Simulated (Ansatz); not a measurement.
# C: the cost of one run

Method: DFT PBE+D3(BJ), scalar-relativistic, plane waves, PAW, in Ansatz 0.2.0.

### 1 The starting structure

It takes space group P6/mmm (No. 191, hexagonal). The conventional cell has a = 2.456 Å, b = 2.456 Å, c = 18.000 Å, α = 90.00°, β = 90.00°, γ = 120.00°. C (site symmetry -6m2) has 3 C at 1.42 Å in its first shell of neighbours.

As a file:

```
CELL_PARAMETERS angstrom
2.45610 0.00000 0.00000
-1.22805 2.12706 0.00000
0.00000 0.00000 18.00000
ATOMIC_POSITIONS crystal
C 0.08338 0.16676 0.50000
C 0.41662 0.83324 0.50000
```

Free-standing sheet.

### 2 Relaxing the sheet and its cell in the plane

The input, input.yaml:

```yaml
crystal:
  lattice:
    - [2.45609594, 0.0, 0.0]
    - [-1.22804797, 2.12706182, 0.0]
    - [0.0, 0.0, 18.0]
  atoms:
    - { symbol: C, position: [0.08337946, 0.16675892, 0.5] }
    - { symbol: C, position: [0.41662054, 0.83324108, 0.5] }
basis:
  ecutwfc: 600.0
  fft_grid_basis: typed
kpoints:
  mp_grid: { grid: [15, 15, 1] }
hamiltonian:
  xc: pbe
  dispersion: d3bj
  pseudopotentials: { kind: paw }
scf:
  occupations: { method: gaussian, width: 0.05 }
output:
  forces: true
  eigenvalues: true
  stress: true
efield:
  axis: 3
  dipole_correction: true
  ramp_width: 0.04
relax:
  adjacent_minimum: "off"
  f_tol: 0.02
  max_steps: 60
  cell: { fix: [c, alpha, beta], stress_tol: 0.05 }
```

Started as:

```bash
> ansatz run input.yaml --threads 4 --pin off --max-ram 8847MiB --backend cpu --events-out ev --progress --plain --runs-dir out
```

What time and memory should one allow on 4 threads of Intel Xeon 6975P-C (Granite Rapids), shared host?

About 6.2 s, with a peak of 0.58 GiB.
